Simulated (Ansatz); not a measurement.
Runs of Ansatz 0.2.0 on SrO. It takes space group P6_3/mmc (No. 194, hexagonal). The conventional cell has a = 3.553 Å, b = 3.553 Å, c = 6.217 Å, α = 90.00°, β = 90.00°, γ = 120.00°. Sr (site symmetry -6m2) is surrounded by 6 O at 2.57 Å. Around O (site symmetry -3m) lie 6 Sr at 2.57 Å. Measurements of this composition are mostly on another form, of space group No. 225.

| task | level | cutoff (eV) | points for each segment of the path | gap on the mesh (eV) | pressure (GPa) | V0 of scaled cells (Å³/atom) | B0 (GPa) |
| --- | --- | --- | --- | --- | --- | --- | --- |
| equation of state | r2SCAN | 500 | - | - | - | 16.91 | (b) |
| band structure | LDA | 420 | 14 | 2.87 | -5.6 | - | - |
| band structure | PBEsol | 420 | 14 | 2.93 | -2.4 | - | - |
| equation of state | PBEsol | 420 | - | - | - | 16.52 | 90 |
| band structure | r2SCAN | 500 | 14 | 3.56 | (a) | - | - |

Alike in all rows: potentials or basis Ansatz PAW; no spin polarisation; cell as given; k mesh 9 × 9 × 5; smearing fermi-dirac 0.05 eV.

Estimate the missing entries.

(a) -0.4; (b) 91.

Caveats: the PAW data sets come from PBE, with cores solved anew for the run's functional, which leaves a small shift of forces and pressure (some runs); the cell was scaled at fixed shape and fractional positions, which overstates the stiffness of a crystal with free parameters, most of all of layers and chains (some runs); the PAW data sets were made with another functional, which shifts forces and pressure a little (some runs).

A k mesh can miss the band edges, and the runs leave out spin-orbit coupling on Sr.

Runs at the PBE level aren't shown here.
